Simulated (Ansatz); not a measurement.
HgS in the zincblende structure, relaxed with r2SCAN, was run in the PAW code Ansatz under altered settings. All numbers are computed, without spin polarisation but where a row says otherwise.

```xyz
2
Lattice="0.0000 2.9652 2.9652 2.9652 0.0000 2.9652 2.9652 2.9652 0.0000" Properties=species:S:1:pos:R:3 pbc="T T T"
Hg    0.0000    0.0000    0.0000
S     1.4826    1.4826    1.4826
```

The base run's other keys:
```yaml
kpoints:
  mp_grid: { grid: [4, 4, 4] }
hamiltonian:
  xc: hse06
scf:
  occupations: { method: fermi_dirac, width: 0.02 }
  n_extra_bands: 4
```

It takes 15 iterations with 965 plane waves at 420 eV and 8 k points, and leaves a mean stress of -0.08 GPa. The gap over this mesh is 0.391 eV. It ran on 4 threads of Arm Neoverse N1, on a shared host.

Outcomes, with energy and stress as changes against the base:
```csv
setting,outcome,ΔF (meV/atom),Δ mean stress (GPa),gap on the mesh (eV),iterations,wall time
"PBE hybrid, exx coeff 0.3, omega 0.3 1/Å",converged,–,-0.1,0.371,16,11 s
"PBE hybrid, exx coeff 0.1, unscreened","converged, warned",–,+1.2,none,17,8.9 s
"PBE hybrid, exx coeff 0.5, omega 0.3 1/Å",converged,–,-1.2,1.039,20,11 s
"PBE hybrid, exx coeff 0.35, omega 0.3 1/Å",converged,–,-0.4,0.533,18,10 s
scf.n_extra_bands: 0,refused,–,–,–,–,1.8 s
```
A dash marks a value that wasn't obtained or can't be compared. Stress is positive in compression. The base took 10 s.

- PBE hybrid, exx coeff 0.3, omega 0.3 1/Å. That is 30 % exact exchange, screened with ω = 0.3 1/Å, against HSE06's 25 % screened at 0.208 1/Å. The mean stress moves by -0.1 GPa and the gap on the mesh by -0.019 eV (to 0.371). Totals of different functionals aren't comparable.
- PBE hybrid, exx coeff 0.1, unscreened. That is 10 % exact exchange, at all ranges, against HSE06's 25 % screened at 0.208 1/Å. The mean stress moves by +1.2 GPa and the gap on the mesh by -0.391 eV (no gap is left). Totals of different functionals aren't comparable. Warned: filled band counts differ across k points.
- PBE hybrid, exx coeff 0.5, omega 0.3 1/Å. That is 50 % exact exchange, screened with ω = 0.3 1/Å, against HSE06's 25 % screened at 0.208 1/Å. The mean stress moves by -1.2 GPa and the gap on the mesh by +0.648 eV (to 1.039). Totals of different functionals aren't comparable.
- PBE hybrid, exx coeff 0.35, omega 0.3 1/Å. That is 35 % exact exchange, screened with ω = 0.3 1/Å, against HSE06's 25 % screened at 0.208 1/Å. The mean stress moves by -0.4 GPa and the gap on the mesh by +0.142 eV (to 0.533). Totals of different functionals aren't comparable.
- scf.n_extra_bands: 0. The program doesn't start. Error: inconsistent input (scf.n_extra_bands, scf.occupations.method): n_bands = 13 leaves no empty band above the 13 bands per channel that the deck's 26 electrons occupy, and the occupations search for the Fermi level (a smearing at a finite width, or tetrahedra) […]

Spin-orbit coupling is left out; in compounds of Pb, Bi, Tl or Hg it can lower a gap by up to about 1 eV, split its edges or invert the bands.

The stress of a hybrid is loosely converged in these runs.

Gaps or overlaps of about a tenth of an eV are at the limit of these meshes: between the points read a gap can be smaller or closed.

The meshes of the hybrids are coarse, so their gaps aren't converged to the digits shown.
